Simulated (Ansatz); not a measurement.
What a trial cell of Nb3Sn relaxes into

Theory: DFT PBE, scalar-relativistic, plane waves, PAW in Ansatz 0.2.0. Cutoff 420 eV, Γ-centred k mesh, Gaussian smearing, no spin polarisation in the final step.

The start puts Nb3Sn on the sites of a reported LaBr3 cell (P6_3/m, No. 176), with Sn in place of La, Nb in place of Br, at a guessed volume.

```
CELL_PARAMETERS angstrom
6.71060 0.00000 0.00000
-3.35530 5.81155 0.00000
0.00000 0.00000 3.80142
ATOMIC_POSITIONS crystal
Nb 0.38506 0.29878 0.25000
Nb 0.08628 0.38506 0.75000
Nb 0.70122 0.08628 0.25000
Nb 0.61494 0.70122 0.75000
Nb 0.91372 0.61494 0.25000
Nb 0.29878 0.91372 0.75000
Sn 0.33333 0.66667 0.25000
Sn 0.66667 0.33333 0.75000
```

Cell and atoms relax at zero pressure; the relaxation can't lower the symmetry of the start. After a coarse first stage the cell is made exact in the group found at 0.06 Å.

The zero of energy is the elements' standard structures at the same level; no fitted shifts are applied.

(1) Describe the relaxed structure.

(2) What are its volume, energy, density and gap?

Answers

(1) It keeps P6_3/m (No. 176). Conventional cell: a = 6.962 Å, c = 3.832 Å. Nb is coordinated by 4 Nb at 2.78 Å and 3 Sn at 2.88–2.93 Å; Sn has 9 Nb at 2.88–2.93 Å.

```cif
data_structure
_symmetry_space_group_name_H-M 'P6_3/m'
_symmetry_Int_Tables_number 176
_cell_length_a 6.9624
_cell_length_b 6.9624
_cell_length_c 3.8321
_cell_angle_alpha 90.000
_cell_angle_beta 90.000
_cell_angle_gamma 120.000
_cell_volume 160.88
loop_
_atom_site_label
_atom_site_type_symbol
_atom_site_symmetry_multiplicity
_atom_site_Wyckoff_symbol
_atom_site_fract_x
_atom_site_fract_y
_atom_site_fract_z
_atom_site_occupancy
Nb1 Nb 6 h 0.32178 0.24011 0.25000 1
Sn1 Sn 2 c 0.33333 0.66667 0.25000 1
```

(2) The volume per atom is 20.11 Å³. The density is 8.20 g/cm³, the energy over the elements is 0.18 eV/atom and the gap on the 6×6×10 mesh is 0 eV (a metal).

The final run used a 6×6×10 mesh on its 8-atom cell and 0.10 eV smearing. The k mesh leaves about 4 meV/atom of noise in metals. A structure relaxed within its symmetry needn't be a true minimum.

Cost: 3 runs of about 4.3 core-minutes in all, on Arm Neoverse V1 (shared hosts).